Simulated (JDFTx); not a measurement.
C:

```
C
1.0
     0.00000    1.78337    1.78337
     1.78337    0.00000    1.78337
     1.78337    1.78337    0.00000
C
2
Direct
  0.75000 0.75000 0.75000
  0.50000 0.50000 0.50000
```

This isn't the form of C at room conditions, which is graphite.

Base run:

```yaml
Program: JDFTx 1.7.0 (patched build)
Functional: PBE
Potentials_or_basis: PseudoDojo-SR-PBE-0.5-standard
Cutoff: 1116 eV
Density_cutoff: 8925 eV
k_mesh: 13 × 13 × 13
Occupations: fermi-dirac, width 0.05 eV
Spin: no spin polarisation
```

Its results: band gap on the k mesh 4.20 eV, indirect (least direct gap 5.62 eV); pressure 1.9 GPa.

Problem. The run is repeated on the same cell with these changes: functional from PBE to HLE16. What comes out?

Solution. Band gap on the k mesh 4.91 eV, indirect (least direct gap 5.86 eV); pressure -97.5 GPa.

Caveats: an odd mesh through Γ misses points on the zone boundary, where band edges often lie; the empty levels aren't tightly converged (some runs); the cell as given lies far from equilibrium (some runs); the potentials were made for a functional far from this one (some runs); so large a pressure means that the cell lies far from this level's equilibrium, or that cutoff or potentials fall short (some runs); the potentials were made for another functional, which shifts forces and pressure (some runs).
